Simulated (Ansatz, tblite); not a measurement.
# KCl with GFN1-xTB from a Python script

These are simulated results from tblite 0.8.0, not measurements. The cell was built from a prototype and was relaxed with r2SCAN in plane waves (Ansatz 0.2.0). Not every such cell is a known phase. All runs are without spin polarisation.

It is cubic, Pm-3m (No. 221); a = 3.771 Å in the conventional setting, 26.82 Å³ an atom. Around K lie 8 Cl at 3.27 Å; around Cl lie 8 K at 3.27 Å.

tblite solves periodic systems at the zone centre alone, so the script builds a cluster of 3×3×3 conventional cells (54 atoms), which folds in a coarse mesh of k points.

The script, run.py:

```python
import json
from ase import Atoms
from ase.build import make_supercell
from ase.units import Bohr, GPa, Hartree
from tblite.interface import Calculator

atoms = Atoms(['K', 'Cl'],
              cell=[[3.77116829, 0.0, 0.0], [0.0, 3.77116829, 0.0], [0.0, 0.0, 3.77116829]],
              scaled_positions=[[0.0, 0.0, 0.0], [0.5, 0.5, 0.5]],
              pbc=True)
cluster = make_supercell(atoms, [[3, 0, 0], [0, 3, 0], [0, 0, 3]])
calc = Calculator('GFN1-xTB', cluster.numbers, cluster.positions / Bohr, lattice=cluster.cell[:] / Bohr, periodic=cluster.pbc)
calc.set('temperature', 0.02 / Hartree)
calc.set('max-iter', 150)
res = calc.singlepoint()
levels = res.get('orbital-energies') * Hartree
nv = round(res.get('orbital-occupations').sum() / 2)
cells = len(cluster) // len(atoms)
out = {'energy_per_cell': res.get('energy') * Hartree / cells, 'homo': levels[nv - 1], 'lumo': levels[nv],
       'stress': (-res.get('virial') * Hartree / cluster.get_volume() / GPa).tolist(), 'charges': res.get('charges')[:len(atoms)].tolist(), 'electrons': 2 * nv / cells}
json.dump(out, open('results.json', 'w'))
for key, value in out.items():
    print(key, value)
```

Command: `python run.py`. It took 4.7 s on 1 thread of Arm Neoverse N1, with other jobs on the host, peak memory 0.11 GiB.

Output:

```
------------------------------------------------------------
  cycle        total energy    energy error   density error
------------------------------------------------------------
      1     -127.6537078478  -1.2745444E+02   5.7108236E-01
      2     -124.8591118120   2.7945960E+00   3.6233347E-01
      3      343.8048708125   4.6866398E+02   1.3191809E+00
      4     -126.5727317159  -4.7037760E+02   8.4606885E-02
      5     -127.4587904504  -8.8605873E-01   5.7597533E-02
      6     -127.1298663114   3.2892414E-01   6.9872601E-02
      7     -128.1089932528  -9.7912694E-01   1.5461342E-02
      8     -128.1553609931  -4.6367740E-02   1.4220139E-03
      9     -128.1555471917  -1.8619861E-04   5.7403928E-04
     10     -128.1556072134  -6.0021705E-05   3.1914456E-04
     11     -128.1556264765  -1.9263075E-05   6.5554534E-06
     12     -128.1556264761   4.4069282E-10   4.0533856E-06
------------------------------------------------------------

 total:                                   3.646 sec
energy_per_cell -129.15897123093532
homo 4.321475911351231
lumo 7.77716860999805
stress [[-1.5967727081054963, 0.0007248304220478309, 0.0007248304220985857], [0.0007248304220478245, -1.5967727081055163, 0.0007248304220629529], [0.0007248304220985913, 0.0007248304220629389, -1.596772708105527]]
charges [0.6593074900072857, -0.6614263619927582]
electrons 8.0
```

The cycle table is in hartree for the whole cluster, and the lines after it are in eV (the energy for one cell). The printed stress is in GPa and positive in compression, and the pressure is its mean diagonal.

GFN1-xTB gives a gap of 3.46 eV. On the same cell, plane-wave PBE (Ansatz, 8×8×8 k points and the special points) gives a gap of 5.03 eV and r2SCAN a gap of 5.80 eV; on shared hosts these took about 3.1 and 8 core-seconds on the 2-atom cell, against 4.7 for the script. Semilocal gaps usually lie below measured ones. xTB was fitted to molecules, so gaps, charges and pressures of solids can be far off, and the gap also depends on the size of the cluster.

The same script was run on cells scaled at fixed shape and fractional coordinates:

```tsv
volume (Å³/atom)	energy (meV/atom)	pressure (GPa, positive in compression)	gap (eV)
23.60	-6.7	1.28	4.00
25.21	-10.5	-0.42	3.71
26.82	0.0	-1.60	3.46
28.43	20.5	-2.44	3.22
30.03	48.3	-3.06	3.01
```

A Birch-Murnaghan fit puts the minimum at 24.75 Å³/atom, 7.7 % below the given cell, with a bulk modulus of 23.7 GPa at fixed shape.

xTB was fitted mostly to molecules, and a small cluster samples few k points, so gaps, pressures and kinks along a curve can be far from a solid's.
